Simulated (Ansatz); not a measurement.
**CO2 — 17O NMR of the central transition**

Cell: a Materials Project structure (computed, not necessarily an observed phase), atoms as given.

```cif
data_CO2
_symmetry_space_group_name_H-M 'Pbcn'
_symmetry_Int_Tables_number 60
_cell_length_a 4.7845
_cell_length_b 6.3155
_cell_length_c 5.6789
_cell_angle_alpha 90.000
_cell_angle_beta 90.000
_cell_angle_gamma 90.000
loop_
_atom_site_label
_atom_site_type_symbol
_atom_site_symmetry_multiplicity
_atom_site_Wyckoff_symbol
_atom_site_fract_x
_atom_site_fract_y
_atom_site_fract_z
C C 4 c 0.5000 0.8530 0.7500
O O 8 d 0.7010 0.1463 0.1336
```

One atom of each set is listed.

The numbers come from a DFT calculation in Ansatz (PBE, plane waves and PAW, scalar-relativistic, 420 eV cutoff, Γ-centred 4×3×4 k-points, Fermi–Dirac smearing 0.02 eV).

17O has I = 5/2 and Q = -25.58 mb (Pyykkö 2018); at 11.7 T its Larmor frequency is ν₀ = 67.6 MHz. Only the quadrupole interaction is simulated: positions count from each site's isotropic chemical shift, and J coupling is left out, as are shift anisotropy and dipolar coupling, which fast spinning averages.

**Question.** Give C_Q, η, the quadrupolar product P_Q = |C_Q|(1 + η²/3)^½, the second-order isotropic shift and the breadth of the pattern (fast magic-angle spinning) for each O site.

**Answer.** 

| site | first shell | C_Q (MHz) | η | P_Q (MHz) | δ_QIS (ppm) | breadth (kHz) |
| --- | --- | --- | --- | --- | --- | --- |
| O | 1 C at 1.17 Å | -4.39 | 0.03 | 4.39 | -25.3 | 3.70 |

δ_QIS = −(ν_Q²/30ν₀²)[I(I+1) − 3/4](1 + η²/3) × 10⁶ ppm with ν_Q = 3|C_Q|/[2I(2I−1)]; it falls as 1/B₀² in ppm, and the breadth as 1/B₀ in kHz.

At O V_zz points along its bond to C (within 1°).

The run took 12 s of wall time (12 s of CPU time) and 0.53 GiB at its peak, on 1 thread of Intel Xeon Platinum 8488C (Sapphire Rapids) (x86_64; 64 cores open to the job, memory cap 2.5 GiB, no GPU), a shared host with a load of 0.8 a core.
